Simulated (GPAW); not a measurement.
# Sc (I4/mmm) in GPAW: single point with PBE

Aim: the single point of Sc with PBE.

Program: GPAW 26.7.0. These are calculated values, not measurements. Logs are shortened: lines on timing, memory, paths and dates and some standing lists are left out, and cuts for length are marked. The log counts tension as positive stress, the text compression.

## (1) The cell of the first run

Symmetry: I4/mmm, No. 139, tetragonal system. The conventional cell has a = 3.834 Å, b = 3.834 Å, c = 3.435 Å, α = 90.00°, β = 90.00°, γ = 90.00°. Around Sc (site symmetry 4/mmm) lie 10 Sc at 3.21 to 3.44 Å.

This isn't the form of Sc at room conditions, which is hcp.

## (2) Single point, PBE (the cell as VASP's run set it)

The input, run.py:

```python
from ase import Atoms
from ase.dft.bandgap import bandgap
from ase.io import write
from ase.units import GPa
from gpaw import GPAW, PW

atoms = Atoms(['Sc'],
              cell=[[3.20959714, 0.0, 0.0],
                    [-1.3712604688, 2.9019232464, 0.0],
                    [-0.9191683359, -1.4509616237, 2.7113379977]],
              scaled_positions=[[0.0, 0.0, 0.0]],
              pbc=True)

calc = GPAW(mode=PW(600),
            xc='PBE',
            kpts={'size': (10, 10, 10), 'gamma': True},
            occupations={'name': 'methfessel-paxton', 'order': 0, 'width': 0.05},
            nbands=14,
            convergence={'density': 1e-05, 'energy': 1e-05},
            maxiter=150,
            txt='gpaw.txt')
atoms.calc = calc
energy = atoms.get_potential_energy()
forces = atoms.get_forces()
stress = atoms.get_stress()
calc.write('gs.gpw')
write('result.traj', atoms)
print(f'Energy: {energy:.6f} eV')
print('Forces (eV/A):')
print(forces.round(4))
print('Stress (GPa):', (stress / GPa).round(3))
print('Fermi level:', round(calc.get_fermi_level(), 4), 'eV')
print(f'Gap: {bandgap(calc)[0]:.4f} eV, direct: {bandgap(calc, direct=True)[0]:.4f} eV')
```

Potentials or basis: GPAW PAW data sets (gpaw-data 1.2.1), pw.

Command:

```bash
> OMP_NUM_THREADS=1 python run.py
```

gpaw.txt:

```text
__  _  _
 | _ |_)|_||  |
 |__||  | ||/\| - 26.7.0

Input parameters:
  mode=PW(ecut=600.0),
  convergence={'density': 1e-05, 'energy': 1e-05},
  kpts=MonkhorstPack(size=(10, 10, 10), gamma=True),
  maxiter=150,
  nbands=14,
  occupations=Occupations(name='methfessel-paxton', order=0, width=0.05),
  xc=XC(name='PBE')

Diagonalizing LCAO Hamiltonian
Converting LCAO to pw mode

       Sc

Atoms  # Å, Bohr magnetons
|   | symbol |        x |        y |        z |    initial magnetic moments |
|---|--------|----------|----------|----------|-----------------------------|
| 0 |     Sc | 0.000000 | 0.000000 | 0.000000 | ( 0.0000,  0.0000,  0.0000) |

Unit cell  # Å
| periodic |         x |         y |        z |  lengths |     angles |
|----------|-----------|-----------|----------|----------|------------|
|      yes |  3.209597 |  0.000000 | 0.000000 | 3.209597 | 106.641428 |
|      yes | -1.371260 |  2.901923 | 0.000000 | 3.209597 | 106.641428 |
|      yes | -0.919168 | -1.450962 | 2.711338 | 3.209597 | 115.292376 |

Number of symmetries: 16
Symmetry operations  # r_c * U_cc + t_c -> r_c
|    | kind |            matrix            |
|----|------|------------------------------|
|  0 |  σ   |  1, 1, 1,  0, 0,-1,  0,-1, 0 |
|  1 |  C4  |  1, 1, 1,  0, 0,-1, -1, 0, 0 |
|  2 |  E   |  1, 0, 0,  0, 1, 0,  0, 0, 1 |
|  3 |  σ   |  1, 0, 0,  0, 1, 0, -1,-1,-1 |
|  4 |  σ   |  0, 1, 0,  1, 0, 0,  0, 0, 1 |
|  5 |  C2  |  0, 1, 0,  1, 0, 0, -1,-1,-1 |
|  6 |  C2  |  0, 0, 1, -1,-1,-1,  1, 0, 0 |
|  7 |  S4  |  0, 0, 1, -1,-1,-1,  0, 1, 0 |
|  8 |  C4  |  0, 0,-1,  1, 1, 1,  0,-1, 0 |
|  9 |  σ   |  0, 0,-1,  1, 1, 1, -1, 0, 0 |
| 10 |  σ   |  0,-1, 0, -1, 0, 0,  1, 1, 1 |
| 11 |  C2  |  0,-1, 0, -1, 0, 0,  0, 0,-1 |
| 12 |  C2  | -1, 0, 0,  0,-1, 0,  1, 1, 1 |
| 13 |  i   | -1, 0, 0,  0,-1, 0,  0, 0,-1 |
| 14 |  S4  | -1,-1,-1,  0, 0, 1,  1, 0, 0 |
| 15 |  C2  | -1,-1,-1,  0, 0, 1,  0, 1, 0 |

BZ-sampling:
  Number of BZ points: 1000
  Number of IBZ points: 102

  Monkhorst-Pack size: [10, 10, 10]
  Monkhorst-Pack shift: [0.05, 0.05, 0.05]

K-points  # in reciprocal-cell coordinates
|     |                                coordinates |     weight |
|-----|--------------------------------------------|------------|
|   0 | (  0.00000000,   0.00000000,   0.00000000) | 0.00100000 |
|   1 | (  0.10000000,  -0.10000000,   0.00000000) | 0.00400000 |
|   2 | (  0.10000000,  -0.10000000,   0.10000000) | 0.00400000 |
|   3 | (  0.10000000,   0.00000000,   0.00000000) | 0.00800000 |
|   4 | (  0.10000000,   0.10000000,  -0.10000000) | 0.00200000 |
|   5 | (  0.20000000,  -0.20000000,   0.00000000) | 0.00400000 |
|   6 | (  0.20000000,  -0.20000000,   0.10000000) | 0.00800000 |
|   7 | (  0.20000000,  -0.20000000,   0.20000000) | 0.00400000 |
|   8 | (  0.20000000,  -0.10000000,   0.00000000) | 0.01600000 |
|   9 | (  0.20000000,  -0.10000000,   0.10000000) | 0.00800000 |
| ... |                                            |            |
| 101 | (  0.50000000,   0.50000000,   0.50000000) | 0.00100000 |

Plane wave coefficients: 867
Cutoff: 600.0 eV

Spin-components: 1 (collinear spins)
Bands:           14
Projectors:      6
Spin-degeneracy: 2
Datatype:        complex128

Parallelization:
  kpt:    1
  domain: 1
  band:   1

Density:
  Valence electrons: 11.0
  Components: 1
  Grid points: [20 20 20]
  Charge: 0.0  # |e|

Potential:
  Grid points: [20 20 20]

species:
  Sc:
    name:    Scandium
    Z:       21.0
    valence: 11
    core:    10
    charge:  0.0  # [|e|]
    compensation charges:
      type: gauss
      rc: 0.39  # [Å]
      lmax: 2
    cutoffs:
      filter: 2.14  # [Å]
      core: 1.08  # [Å]
    projectors
    | kind |    occ | energy [eV] | rcut [Å] |
    |------|--------|-------------|----------|
    |   3s |  2.000 |     -55.031 |    1.228 |
    |   4s |  2.000 |      -4.183 |    1.228 |
    |   3p |  6.000 |     -33.625 |    1.281 |
    |   4p |  0.000 |      -1.467 |    1.281 |
    |   3d |  1.000 |      -3.233 |    1.196 |
    |    d |        |      23.979 |    1.196 |

    Using partial waves for Sc as LCAO basis

Reference energy: -20788.883120  # eV

eigensolver:
  PPCG
  Converge bands: occupied
  niter=2

density mixing:
  MSR1-Mixer
  Pratt-step length: 0.05
  Maximum mixing coefficient: 0.75
  Old densities: 10
  SVD Regularization: 0.005
  Good broyden scale: 1.0
  Trust region scale: 1.0
  Backstep threshold: 4.0
  History deletion threshold: 6.0
  Fourier metric: weight=20.0, sigma=0.015

occupation numbers:
  Methfessel-Paxton:
    width: 0.0500  # eV
    order: 0

poisson solver:
  ecut: 4800.0  # eV

xc functional:
  name: PBE with 2 nearest neighbor stencil

convergence criteria:
- Maximum integral of absolute [dens]ity change: 1e-05 electrons / valence electron
- Maximum [total energy] change in last 3 cyles: 1e-05 eV / valence electron
- Maximum integral of absolute [eigenst]ate change: 4e-08 eV^2 / valence electron
maximum number of iterations: 150

SCF iterations
|iter     | |      energy | eigst |  dens |
|---------|-|-------------|-------|-------|
|iter:   1| |   -4.664405 | +0.18 |       |
|iter:   2| |   -4.641475 | -1.68 | -1.30 |
|iter:   3| |   -4.555214 | -1.48 | -1.34 |
|iter:   4| |   -4.558003 | -3.12 | -1.94 |
|iter:   5| |   -4.558930 | -3.82 | -2.25 |
|iter:   6| |   -4.558930 | -5.92 | -3.68 |
|iter:   7| |   -4.558931c| -6.43 | -4.14 |
|iter:   8| |   -4.558931c| -7.70c| -5.17c|

Converged in 8 steps
Energy contributions relative to reference atoms: (reference = -20788.883120)

Energy contributions:
  Kinetic:          -1.131459
  Coulomb:           1.167269
  Zero:              0.157347
  External:          0.000000
  Xc:               -4.750520
  Entropy:          -0.003133
  Spinorbit:         0.000000
  ----------------------------
  Free energy:      -4.560498
  Extrapolated:     -4.558931

dipole moment: (-2.461036, -3.884892, -7.259499)  # |e|*Ang

Fermi level: 5.561
Eigenvalues  # (at kpt = [0.000, 0.000, 0.000])
| band index |      eig [eV] | occ [0-2] |
|------------|---------------|-----------|
|          0 |       -44.100 |     2.000 |
|          1 |       -22.527 |     2.000 |
|          2 |       -22.527 |     2.000 |
|          3 |       -22.498 |     2.000 |
|          4 |         0.381 |     2.000 |
|          5 |         6.585 |     0.000 |
|          6 |         7.271 |     0.000 |
|          7 |         7.271 |     0.000 |
|          8 |         7.901 |     0.000 |
|          9 |         8.671 |     0.000 |
|         10 |        18.850 |     0.000 |
|         11 |        18.850 |     0.000 |
|         12 |        20.621 |     0.000 |
|         13 |        23.741 |     0.000 |

No gap
No difference between direct/indirect transitions

Forces  # eV/Ang
|       x |       y |       z |
|---------|---------|---------|
| 0.00000 | 0.00000 | 0.00000 |  # Sc   0

Stress tensor  # eV/Ang^3
|         x |         y |        z |
|-----------|-----------|----------|
|  0.006255 | -0.002458 | 0.000000 |
| -0.002458 |  0.003932 | 0.000000 |
|  0.000000 |  0.000000 | 0.007812 |

# Writing to gs.gpw (mode='')
```

It took 13 s on 1 thread of Arm Neoverse V2, shared host; peak memory 0.16 GiB.

Results:

* Free energy: -4.5605 eV
* Pressure: -1.0 GPa
* Band gap on the k mesh: none (metal or under the smearing width)

Levels at points of the mesh, in eV from the Fermi level:
```csv
k point,band 3,band 4,band 5,band 6,band 7,band 8
"(0.00, 0.00, 0.00)",-28.09,-28.06,-5.18,1.02,1.71,1.71
"(0.50, 0.00, 0.50)",-28.21,-28.10,-1.68,0.07,0.62,2.74
"(0.50, 0.50, 0.00)",-28.15,-28.07,-1.82,0.05,0.87,2.25
"(0.50, 0.50, 0.50)",-28.36,-28.26,-1.27,-1.05,3.73,3.73
```
